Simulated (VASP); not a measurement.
# Li (Im-3m) in VASP: single point with PBE

Aim: the single point of Li with PBE.

Everything below comes from runs of VASP 6.6.1. Logs are shortened: lines on timing, memory, paths and dates and some standing lists are left out, and cuts for length are marked.

### Step 1. The structure

Symmetry: Im-3m, No. 229, cubic system. Conventional cell: a = 3.434 Å, b = 3.434 Å, c = 3.434 Å, α = 90.00°, β = 90.00°, γ = 90.00°. Around Li (site symmetry m-3m) lie 8 Li at 2.97 Å.

### Step 2. Single point, PBE

File INCAR:

```
PREC = Accurate
ENCUT = 520
EDIFF = 1E-7
ISMEAR = 0
SIGMA = 0.1
LREAL = False
LASPH = True
NELM = 100
ALGO = Normal
ISIF = 2
LWAVE = False
LCHARG = False
GGA = PE
NBANDS = 8
```

File KPOINTS:

```
Automatic mesh
0
Gamma
  18 18 18
```

File POSCAR:

```
Li
1.0
   -1.7170491696      1.7170491696      1.7170491696
    1.7170491696     -1.7170491696      1.7170491696
    1.7170491696      1.7170491696     -1.7170491696
Li
1
Direct
    0.0000000000      0.0000000000      0.0000000000
```

Potentials or basis: VASP PAW PBE potentials, release 64 (Li_sv).

Started as:

```sh
$ cat potpaw_PBE.64/Li_sv/POTCAR > POTCAR
$ mpirun -np 1 vasp_std > vasp.out
```

OUTCAR:

```text
PREC = Accurate
   ENCUT = 520
   EDIFF = 1E-7
   ISMEAR = 0
   LREAL = False
   LASPH = True
   NELM = 100
   ISIF = 2
   GGA = PE

 ion  position               nearest neighbor table
   1  0.000  0.000  0.000-

  LATTYP: Found a body centered cubic cell.
 ALAT       =     3.4340983392

  Lattice vectors:

 A1 = (  -1.7170491696,   1.7170491696,   1.7170491696)
 A2 = (   1.7170491696,  -1.7170491696,   1.7170491696)
 A3 = (   1.7170491696,   1.7170491696,  -1.7170491696)

Analysis of symmetry for initial positions (statically):
=====================================================================
 Subroutine PRICEL returns:
 Original cell was already a primitive cell.

 Routine SETGRP: Setting up the symmetry group for a
 body centered cubic supercell.

 Subroutine GETGRP returns: Found 48 space group operations
 (whereof 48 operations were pure point group operations)
 out of a pool of 48 trial point group operations.

The static configuration has the point symmetry O_h .

Analysis of symmetry for dynamics (positions and initial velocities):
=====================================================================
 Subroutine PRICEL returns:
 Original cell was already a primitive cell.

 Routine SETGRP: Setting up the symmetry group for a
 body centered cubic supercell.

 Subroutine GETGRP returns: Found 48 space group operations
 (whereof 48 operations were pure point group operations)
 out of a pool of 48 trial point group operations.

The dynamic configuration has the point symmetry O_h .

 Subroutine INISYM returns: Found 48 space group operations
 (whereof 48 operations are pure point group operations),
 and found     1 'primitive' translations

----------------------------------------------------------------------------------------

                                     Primitive cell

  volume of cell :      20.2492

  direct lattice vectors                    reciprocal lattice vectors
    -1.717049170  1.717049170  1.717049170     0.000000000  0.291197252  0.291197252
     1.717049170 -1.717049170  1.717049170     0.291197252  0.000000000  0.291197252
     1.717049170  1.717049170 -1.717049170     0.291197252  0.291197252  0.000000000

  length of vectors
     2.974016401  2.974016401  2.974016401     0.411815103  0.411815103  0.411815103

  position of ions in fractional coordinates (direct lattice)
     0.000000000  0.000000000  0.000000000

  ion indices of the primitive-cell ions
   primitive index   ion index
                 1           1

----------------------------------------------------------------------------------------

 KPOINTS: Automatic mesh

Automatic generation of k-mesh.
 Grid dimensions read from file:
 generate k-points for:   18   18   18

 Generating k-lattice:

  Cartesian coordinates                     Fractional coordinates (reciprocal lattice)
     0.000000000  0.016177625  0.016177625     0.055555556  0.000000000  0.000000000
     0.016177625  0.000000000  0.016177625     0.000000000  0.055555556  0.000000000
     0.016177625  0.016177625  0.000000000     0.000000000  0.000000000  0.055555556

  Length of vectors
     0.022878617  0.022878617  0.022878617

  Shift w.r.t. Gamma in fractional coordinates (k-lattice)
     0.000000000  0.000000000  0.000000000

 Subroutine IBZKPT returns following result:
 ===========================================

 Found    195 irreducible k-points:

 Following reciprocal coordinates:
            Coordinates               Weight
  0.000000  0.000000  0.000000      1.000000
  0.055556  0.000000  0.000000     12.000000
  0.111111  0.000000  0.000000     12.000000
  0.166667  0.000000  0.000000     12.000000
  0.222222  0.000000  0.000000     12.000000
  0.277778  0.000000  0.000000     12.000000
[... 16 lines left out ...]
  0.333333  0.111111 -0.000000     48.000000
  0.388889  0.111111  0.000000     48.000000
 [... further k-points ...]
   k-points           NKPTS =    195   k-points in BZ     NKDIM =    195   number of bands    NBANDS=      8
   number of dos      NEDOS =    301   number of ions     NIONS =      1
   total plane-waves  NPLWV =  13824
   dimension x,y,z NGX =    24 NGY =   24 NGZ =   24
   dimension x,y,z NGXF=    48 NGYF=   48 NGZF=   48
   ions per type =               1
   NGX,Y,Z   is equivalent  to a cutoff of  13.42, 13.42, 13.42 a.u.
   NGXF,Y,Z  is equivalent  to a cutoff of  26.83, 26.83, 26.83 a.u.
 SYSTEM =  unknown system
   PREC   = accura    normal or accurate (medium, high low for compatibility)
   ISTART =      0    job   : 0-new  1-cont  2-samecut
   ICHARG =      2    charge: 1-file 2-atom 10-const
   ISPIN  =      1    spin polarized calculation?
   LNONCOLLINEAR =      F non collinear calculations
   LSORBIT =      F    spin-orbit coupling
   LASPH  =      T    aspherical Exc in radial PAW
   ENCUT  =  520.0 eV  38.22 Ry    6.18 a.u.   5.53  5.53  5.53*2*pi/ulx,y,z
   NELM   =    100;   NELMIN=  2; NELMDL= -5     # of ELM steps
   EDIFF  = 0.1E-06   stopping-criterion for ELM
   LREAL  =      F    real-space projection
   EDIFFG = 0.1E-05   stopping-criterion for IOM
   NSW    =      0    number of steps for IOM
   IBRION =     -1    ionic relax: 0-MD 1-quasi-New 2-CG
   NFREE  =      0    steps in history (QN), initial steepest desc. (CG)
   ISIF   =      2    stress and relaxation
   ISYM   =      2    0-nonsym 1-usesym 2-fastsym
   POTIM  = 0.5000    time-step for ionic-motion
   TEBEG  =    0.0;   TEEND  =   0.0 temperature during run
   PSTRESS=    0.0 pullay stress
   NELECT =       3.0000    total number of electrons
   NUPDOWN=      -1.0000    fix difference up-down
   EMIN   =  10.00;   EMAX   =-10.00  energy-range for DOS
   EFERMI =   0.00;   METHOD = LEGACY
   ISMEAR =     0;   SIGMA  =   0.10  broadening in eV -4-tet -1-fermi 0-gaus
   EFERMI_NEDOS =   21; number of points for ismear=-14 and -15
   IALGO  =     38    algorithm
   IMIX   =      4    mixing-type and parameters
     AMIX     =   0.40;   BMIX     =  1.00
     AMIX_MAG =   1.60;   BMIX_MAG =  1.00
  volume/ion in A,a.u.               =      20.25       136.65
  Fermi-wavevector in a.u.,A,eV,Ry     =   0.866255  1.636985 10.209786  0.750398
  Thomas-Fermi vector in A             =   1.984618
   LORBIT       =      0    0 simple, 1 ext, 2 COOP (PROOUT), +10 PAW based schemes
   GGA     = PE    functional components
   LHFCALC =     F    Hartree Fock is set to
   AEXX    =    0.0000 exact exchange contribution
   IVDW    =     0    specifies the selected vdW correction
   LEPSILON=     F    determine dielectric tensor
   LRPA    =     F    only Hartree local field effects (RPA)
 non-spin polarized calculation
 Gauss-broadening in eV      SIGMA  =   0.10
  energy-cutoff  :      520.00
  volume of cell :       20.25
 maximum number of plane-waves:       563
 NGX is ok and might be reduce to    24
   NGX = 11   NGY = 11   NGZ = 11

 number of electron       3.0000000 magnetization

 Free energy of the ion-electron system (eV)
  ---------------------------------------------------
  ext. energy  EPLUGINS =         0.00000000
  ---------------------------------------------------
  free energy    TOTEN  =        -1.90618763 eV

  energy without entropy =       -1.90366186  energy(sigma->0) =       -1.90492474

 E-fermi :   0.6343     XC(G=0):  -7.0467

 val. band max:        0.6059719710   @ k =   0.2778   0.2222   0.0000
 cond. band min:       0.6585969003   @ k =   0.3333   0.1667   0.0000
 fundamental gap:      0.0526249293
 Fermi energy:         0.6343398501

 k-point     1 :       0.0000    0.0000    0.0000
  band No.  band energies     occupation
      1     -45.8992      2.00000
      2      -2.9336      2.00000
      3      15.2438      0.00000
      4      15.2438      0.00000
      5      15.2438      0.00000
      6      20.0173      0.00000
      7      20.0173      0.00000
      8      20.0173      0.00000

 k-point     2 :       0.0556    0.0000    0.0000
  band No.  band energies     occupation
      1     -45.8986      2.00000
      2      -2.8751      2.00000
      3      14.8477      0.00000
      4      14.9387      0.00000
      5      15.1408      0.00000
      6      19.0188      0.00000
      7      19.1873      0.00000
      8      20.3262      0.00000

 k-point     3 :       0.1111    0.0000    0.0000
  band No.  band energies     occupation
      1     -45.8969      2.00000
      2      -2.6998      2.00000
      3      13.6640      0.00000
      4      14.2537      0.00000
      5      14.8444      0.00000
      6      17.9866      0.00000
      7      18.0748      0.00000
      8      19.9030      0.00000

 k-point     4 :       0.1667    0.0000    0.0000
  band No.  band energies     occupation
      1     -45.8944      2.00000
      2      -2.4075      2.00000
      3      11.9930      0.00000
      4      13.4828      0.00000
      5      14.4062      0.00000
      6      17.0753      0.00000
      7      17.5218      0.00000
      8      19.8445      0.00000

 k-point     5 :       0.2222    0.0000    0.0000
  band No.  band energies     occupation
      1     -45.8912      2.00000
      2      -1.9984      2.00000
      3      10.2067      0.00000
      4      12.7607      0.00000
      5      13.9105      0.00000
      6      16.2212      0.00000
      7      17.3615      0.00000
      8      20.0942      0.00000
[... 177 lines left out ...]
 k-point    22 :       0.2778    0.1111   -0.0000
  band No.  band energies     occupation
      1     -45.8837      2.00000
      2      -0.6646      2.00000
      3       6.9452      0.00000
      4      10.3865      0.00000
      5      12.1181      0.00000
      6      16.8692      0.00000
      7      17.7897      0.00000
      8      21.2921      0.00000

 k-point    23 :       0.3333    0.1111   -0.0000
  band No.  band energies     occupation
      1     -45.8813      2.00000
      2       0.0476      2.00000
      3       5.5385      0.00000
      4      10.0442      0.00000
      5      11.7937      0.00000
      6      16.6109      0.00000
      7      18.0270      0.00000
      8      21.9503      0.00000

 k-point    24 :       0.3889    0.1111    0.0000
  band No.  band energies     occupation
      1     -45.8797      2.00000
      2       0.7471      0.11075
      3       4.4179      0.00000
      4       9.8376      0.00000
      5      11.5954      0.00000
      6      16.4434      0.00000
      7      18.2313      0.00000
      8      22.6572      0.00000

 [... further k-points ...]

------------------------ aborting loop because EDIFF is reached ----------------------------------------

  FORCE on cell =-STRESS in cart. coord.  units (eV):
  Direction    XX          YY          ZZ          XY          YZ          ZX
  --------------------------------------------------------------------------------------
  -------------------------------------------------------------------------------------
  Total       -0.0091164     -0.0091164     -0.0091164      0.0000000     -0.0000000     -0.0000000
  in kB       -0.7213125     -0.7213125     -0.7213125      0.0000000     -0.0000000     -0.0000000
  external PRESSURE =      -0.7213125 kB  Pullay stress =       0.0000000 kB

 VOLUME and BASIS-vectors are now :
 -----------------------------------------------------------------------------
  energy-cutoff  :      520.00
  volume of cell :       20.25
      direct lattice vectors                 reciprocal lattice vectors
    -1.717049170  1.717049170  1.717049170     0.000000000  0.291197252  0.291197252
     1.717049170 -1.717049170  1.717049170     0.291197252  0.000000000  0.291197252
     1.717049170  1.717049170 -1.717049170     0.291197252  0.291197252  0.000000000

 POSITION                                       TOTAL-FORCE (eV/Angst)
 -----------------------------------------------------------------------------------
      0.00000      0.00000      0.00000         0.000000     -0.000000      0.000000
 -----------------------------------------------------------------------------------
    total drift:                                0.000000      0.000000     -0.000000

  FREE ENERGIE OF THE ION-ELECTRON SYSTEM (eV)
  ---------------------------------------------------
  free  energy   TOTEN  =        -1.9061876279 eV

  energy  without entropy=       -1.9036618570  energy(sigma->0) =       -1.90492474
```

Wall time 12 s (1 thread of Intel Xeon Platinum 8259CL at 2.50GHz (Skylake/Cascade Lake), shared host); peak memory 0.14 GiB.

Results:

* Free energy: -1.9062 eV
* Band gap on the k mesh: none (metal or under the smearing width)

Caveat: the cutoff is under 1.25 times the usual one of these potentials, so pressure, stress and relaxed cells hold a basis-set (Pulay) error.
